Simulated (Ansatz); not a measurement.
# AlN: the cost of one run

Computed with Ansatz 0.2.0 (DFT PBEsol, scalar-relativistic, plane waves, PAW, unless a step's input says otherwise).

## (1) The structure to begin with

It takes space group P6_3mc (No. 186, hexagonal). The conventional cell has a = 3.111 Å, b = 3.111 Å, c = 4.978 Å, α = 90.00°, β = 90.00°, γ = 120.00°. Al (site symmetry 3m) is surrounded by 4 N at 1.89 to 1.92 Å. N (site symmetry 3m) has 4 Al at 1.89 to 1.92 Å as nearest neighbours.

As a file:

```
CELL_PARAMETERS angstrom
3.11100 0.00000 0.00000
-1.55550 2.69421 0.00000
0.00000 0.00000 4.97800
ATOMIC_POSITIONS crystal
Al 0.33333 0.66667 0.00000
Al 0.66667 0.33333 0.50000
N 0.33333 0.66667 0.38500
N 0.66667 0.33333 0.88500
```

The cell is taken as given, not relaxed at this level.

## (2) The reference cell

The reference gives a free energy of -1811.9138 eV, pressure 0.56 GPa, largest force 0.177 eV/Å and gap on the mesh 4.07 eV. It was computed beforehand with the settings of the runs below.

## (3) Next: biaxial against axial strain

The cell is strained by p along both x and y and by q along z, with fractional coordinates fixed.

## (4) p = -0.030, q = -0.030

input.yaml reads:

```yaml
crystal:
  lattice:
    - [3.017672087, 0.0, 0.0]
    - [-1.5088360435, 2.6133806877, 0.0]
    - [0.0, 0.0, 4.82866]
  atoms:
    - { symbol: Al, position: [0.3333333333, 0.6666666667, 0.0] }
    - { symbol: Al, position: [0.6666666667, 0.3333333333, 0.5] }
    - { symbol: "N", position: [0.3333333333, 0.6666666667, 0.385] }
    - { symbol: "N", position: [0.6666666667, 0.3333333333, 0.885] }
basis:
  ecutwfc: 420
kpoints:
  mp_grid: { grid: [12, 12, 6] }
hamiltonian:
  xc: pbesol
scf:
  occupations: { method: gaussian, width: 0.05 }
output:
  forces: true
  stress: true
  eigenvalues: true
```

Started as:

```
> ansatz run input.yaml --threads 1 --pin off --max-ram 2560MiB --backend cpu --events-out ev --progress --plain --runs-dir out
```

What time and memory should one allow on 1 thread of Arm Neoverse V2, shared host?

About 3.1 s, with a peak of 0.32 GiB.
